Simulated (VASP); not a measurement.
# Nb in VASP: relaxation of the atoms with PBE+D3(BJ)

Aim: the relaxation of the atoms of Nb with PBE+D3(BJ).

Program: VASP 6.6.1. These are calculated values, not measurements. Logs are shortened: lines on timing, memory, paths and dates and some standing lists are left out, and cuts for length are marked.

### 1 The structure

The cell holds a slab with vacuum, 4 atoms: a = 2.827 Å, b = 2.827 Å, c = 28.538 Å, α = 90.00°, β = 90.00°, γ = 109.47°.

The cell was built by a generator and needn't be a form met in nature.

### 2 Relaxation of the atoms, PBE+D3(BJ)

Input file INCAR:

```
ALGO = Fast
DIPOL = 0.5 0.5 0.500
EDIFF = 1E-7
EDIFFG = -0.02
ENCUT = 520
GGA = PE
IBRION = 2
IDIPOL = 3
ISIF = 2
ISMEAR = 1
IVDW = 12
KPAR = 2
LASPH = T
LCHARG = F
LDIPOL = T
LREAL = F
LWAVE = F
NELM = 120
NSW = 90
PREC = Accurate
SIGMA = 0.1
```

Input file KPOINTS:

```
k-points
0
Gamma
  12 12 1
```

Input file POSCAR:

```
Nb
1.0
    2.8274517300      0.0000000000      0.0000000000
   -0.9424839100      2.6657470100      0.0000000000
    0.0000000000      0.0000000000     28.5382430600
Nb
4
Selective dynamics
Direct
    0.0000000000      0.0000000000      0.3786576200  F F F
    0.5000000000      0.5000000000      0.4595513800  T T T
    0.0000000000      0.0000000000      0.5404486200  T T T
    0.5000000000      0.5000000000      0.6213423800  T T T
```

Potentials or basis: VASP PAW PBE potentials, release 64 (Nb_sv).

The run is started by

```bash
$ cat potpaw_PBE.64/Nb_sv/POTCAR > POTCAR
$ mpirun -np 2 vasp_std > vasp.out
```

OUTCAR:

```text
EDIFF = 1E-7
   EDIFFG = -0.02
   ENCUT = 520
   GGA = PE
   IBRION = 2
   ISIF = 2
   ISMEAR = 1
   IVDW = 12
   LASPH = T
   LREAL = F
   NELM = 120
   NSW = 90
   PREC = Accurate
 IVDW          = 12

 ion  position               nearest neighbor table
   1  0.000  0.000  0.379-   2 2.83   2 2.83
   2  0.500  0.500  0.460-   1 2.83   1 2.83   3 2.83   3 2.83
   3  0.000  0.000  0.540-   4 2.83   4 2.83   2 2.83   2 2.83
   4  0.500  0.500  0.621-   3 2.83   3 2.83

  LATTYP: Found a base centered orthorhombic cell.
 ALAT       =     3.2648599976
 B/A-ratio  =     1.4142135705
 C/A-ratio  =     8.7410311870

  Lattice vectors:

 A1 = (   2.8274517300,   0.0000000000,   0.0000000000)
 A2 = (  -0.9424839100,   2.6657470100,   0.0000000000)
 A3 = (   0.0000000000,   0.0000000000,  28.5382430600)

Analysis of symmetry for initial positions (statically):
=====================================================================
 Subroutine PRICEL returns:
 Original cell was already a primitive cell.

 Routine SETGRP: Setting up the symmetry group for a
 base centered orthorhombic supercell.

 Subroutine GETGRP returns: Found  8 space group operations
 (whereof  4 operations were pure point group operations)
 out of a pool of  8 trial point group operations.

The static configuration has the point symmetry C_2v.
 The point group associated with its full space group is D_2h.

Analysis of symmetry for dynamics (positions and initial velocities):
=====================================================================
 Subroutine PRICEL returns:
 Original cell was already a primitive cell.

 Routine SETGRP: Setting up the symmetry group for a
 base centered orthorhombic supercell.

 Subroutine GETGRP returns: Found  8 space group operations
 (whereof  4 operations were pure point group operations)
 out of a pool of  8 trial point group operations.

The dynamic configuration has the point symmetry C_2v.
 The point group associated with its full space group is D_2h.

Analysis of constrained symmetry for selective dynamics:
=====================================================================
 Subroutine PRICEL returns:
 Original cell was already a primitive cell.

 Routine SETGRP: Setting up the symmetry group for a
 base centered orthorhombic supercell.

 Subroutine GETGRP returns: Found  4 space group operations
 (whereof  4 operations were pure point group operations)
 out of a pool of  8 trial point group operations.

[... 128 lines left out ...]
   LORBIT       =      0    0 simple, 1 ext, 2 COOP (PROOUT), +10 PAW based schemes
   GGA     = PE    functional components
   LHFCALC =     F    Hartree Fock is set to
   AEXX    =    0.0000 exact exchange contribution
   IVDW    =    12    specifies the selected vdW correction
   LEPSILON=     F    determine dielectric tensor
   LRPA    =     F    only Hartree local field effects (RPA)
 conjugate gradient relaxation of ions
 non-spin polarized calculation
 RMM-DIIS sequential band-by-band and
 Methfessel and Paxton  Order N= 1 SIGMA  =   0.10
  energy-cutoff  :      520.00
  volume of cell :      215.10
 maximum number of plane-waves:      5840
 NGX is ok and might be reduce to    24
   NGX = 11   NGY = 11   NGZ =107

--------------------------------------- Ionic step        1  -------------------------------------------

 number of electron      52.0000000 magnetization

 Free energy of the ion-electron system (eV)
  ---------------------------------------------------
  ext. energy  EPLUGINS =         0.00000000
  ---------------------------------------------------
  free energy    TOTEN  =       -38.92161037 eV

  energy without entropy =      -38.92070435  energy(sigma->0) =      -38.92130836

------------------------ aborting loop because EDIFF is reached ----------------------------------------

 Edisp (eV)   -2.23780

 E8    (eV) :    -1.1256
[... 111 lines left out ...]
  FREE ENERGIE OF THE ION-ELECTRON SYSTEM (eV)
  ---------------------------------------------------
  free  energy   TOTEN  =       -41.1699349514 eV

  energy  without entropy=      -41.1689652024  energy(sigma->0) =      -41.16961170

[... ionic steps 4 to 8 ...]

--------------------------------------- Ionic step        9  -------------------------------------------

 number of electron      52.0000004 magnetization

------------------------ aborting loop because EDIFF is reached ----------------------------------------
[... 73 lines left out ...]
  FREE ENERGIE OF THE ION-ELECTRON SYSTEM (eV)
  ---------------------------------------------------
  free  energy   TOTEN  =       -41.1751665101 eV

  energy  without entropy=      -41.1740995244  energy(sigma->0) =      -41.17481085

 dipolmoment           0.000000      0.000000     -0.000004 electrons x Angstroem

--------------------------------------- Ionic step       11  -------------------------------------------

 number of electron      52.0000004 magnetization

 dipolmoment           0.000000      0.000000      0.000005 electrons x Angstroem

 Free energy of the ion-electron system (eV)
  ---------------------------------------------------
  ext. energy  EPLUGINS =         0.00000000
  ---------------------------------------------------
  free energy    TOTEN  =       -38.92174095 eV

  energy without entropy =      -38.92061960  energy(sigma->0) =      -38.92136716

 E-fermi :   0.8657     XC(G=0):  -4.8512

 val. band max:        0.8387004897   @ k =   0.5000   0.1667   0.0000
 cond. band min:       0.8718093545   @ k =   0.3333   0.0833   0.0000
 fundamental gap:      0.0331088648
 Fermi energy:         0.8656618568

 k-point     1 :       0.0000    0.0000    0.0000
  band No.  band energies     occupation
      1     -53.7089      2.00000
      2     -53.7012      2.00000
      3     -53.4107      2.00000
      4     -53.2888      2.00000
      5     -30.2664      2.00000
      6     -30.0377      2.00000
[... 805 lines left out ...]
     30       2.8208     -0.00000
     31       3.3056      0.00000

 [... further k-points ...]

------------------------ aborting loop because EDIFF is reached ----------------------------------------

 vacuum level on the upper side and lower side of the slab       (xc-potential included)        -0.020        -0.013

 Edisp (eV)   -2.25361

 E8    (eV) :    -1.1340

  FORCE on cell =-STRESS in cart. coord.  units (eV):
  Direction    XX          YY          ZZ          XY          YZ          ZX
  --------------------------------------------------------------------------------------
  -------------------------------------------------------------------------------------
  Total      -3.22451    -2.66153    -0.07561     0.79617     0.00000     0.00000
  in kB     -24.01780   -19.82446    -0.56315     5.93028     0.00000     0.00000
  external pressure =      -14.80 kB  Pullay stress =        0.00 kB
[... 19 lines left out ...]
  FREE ENERGIE OF THE ION-ELECTRON SYSTEM (eV)
  ---------------------------------------------------
  free  energy   TOTEN  =       -41.1753492975 eV

  energy  without entropy=      -41.1742279525  energy(sigma->0) =      -41.17497552

 reached required accuracy - stopping structural energy minimisation

 vacuum level on the upper side and lower side of the slab         5.366         5.373
```

OSZICAR:

```text
N       E                     dE             d eps       ncg     rms          rms(c)
DAV:   1     0.569771436187E+03    0.56977E+03   -0.29632E+04  3554   0.151E+03
DAV:   2     0.140750440764E+02   -0.55570E+03   -0.54512E+03  3476   0.587E+02
DAV:   3    -0.367170483023E+02   -0.50792E+02   -0.49520E+02  4203   0.115E+02
[... 340 lines left out ...]
RMM:  15    -0.389217404207E+02   -0.24642E-06   -0.23163E-06  3279   0.878E-03    0.351E-04
RMM:  16    -0.389217405752E+02   -0.15447E-06   -0.18100E-06  3082   0.770E-03    0.792E-04
RMM:  17    -0.389217407622E+02   -0.18708E-06   -0.14840E-06  2989   0.696E-03    0.619E-04
RMM:  18    -0.389217408662E+02   -0.10400E-06   -0.10654E-06  2795   0.625E-03    0.761E-04
RMM:  19    -0.389217409467E+02   -0.80438E-07   -0.87864E-07  2626   0.570E-03
  11 F= -.41175349E+02 E0= -.41174976E+02  d E =-.148032E-03
```

CONTCAR:

```text
Nb
   1.00000000000000
     2.8274517299999999    0.0000000000000000    0.0000000000000000
    -0.9424839100000000    2.6657470100000000    0.0000000000000000
     0.0000000000000000    0.0000000000000000   28.5382430599999992
  Nb
     4
Selective dynamics
Direct
     0.0000000000000000    0.0000000000000000    0.3786576199999985   F   F   F
     0.5000000000000000    0.5000000000000000    0.4573724335190860   T   T   T
     0.0000000000000000    0.0000000000000000    0.5391872481009711   T   T   T
     0.5000000000000000    0.5000000000000000    0.6179146392718868   T   T   T

  0.00000000E+00  0.00000000E+00  0.00000000E+00
  0.00000000E+00  0.00000000E+00  0.00000000E+00
  0.00000000E+00  0.00000000E+00  0.00000000E+00
  0.00000000E+00  0.00000000E+00  0.00000000E+00
```

Wall time 50 min (2 MPI ranks of Intel Xeon Platinum 8488C (Sapphire Rapids), shared host); peak memory 0.55 GiB.

Results:

```yaml
Free_energy: -41.1753 eV
Energy_gained_by_relaxing: 4.0 meV/atom
Ionic_steps: 11
Band_gap_on_the_k_mesh: none (metal or under the smearing width)
Dispersion_energy_per_atom: -0.563 eV
```

The path:
```csv
step,energy change (eV),largest force (eV/Å),pressure (GPa)
1,0.0000,0.3068,-2.22
2,-0.0084,0.1908,-2.12
3,-0.0105,0.1549,-2.02
4,-0.0106,0.1606,-2.04
5,-0.0111,0.1519,-2.01
6,-0.0126,0.1247,-1.93
7,-0.0147,0.0681,-1.76
8,-0.0156,0.0600,-1.40
9,-0.0158,0.0418,-1.51
10,-0.0158,0.0513,-1.44
11,-0.0159,0.0056,-1.48
```

Final structure:
```
CELL_PARAMETERS angstrom
2.82745 0.00000 0.00000
-0.94248 2.66575 0.00000
0.00000 0.00000 28.53824
ATOMIC_POSITIONS crystal
Nb 0.00000 0.00000 0.37866
Nb 0.50000 0.50000 0.45737
Nb 0.00000 0.00000 0.53919
Nb 0.50000 0.50000 0.61791
```

Levels at points of the mesh, in eV from the Fermi level:
| k point | band 22 | band 23 | band 24 | band 25 | band 26 | band 27 | band 28 | band 29 | band 30 | band 31 |
| --- | --- | --- | --- | --- | --- | --- | --- | --- | --- | --- |
| (0.00, 0.00, 0.00) | -1.37 | -0.57 | -0.53 | -0.35 | 0.07 | 0.19 | 0.63 | 0.75 | 1.75 | 1.83 |
| (0.50, 0.00, 0.00) | -1.70 | -1.50 | -1.50 | 0.24 | 0.24 | 1.79 | 1.79 | 2.97 | 2.98 | 3.16 |
| (0.50, 0.50, 0.00) | -2.59 | -1.43 | -0.69 | -0.19 | 1.64 | 1.87 | 2.15 | 2.35 | 2.84 | 3.19 |
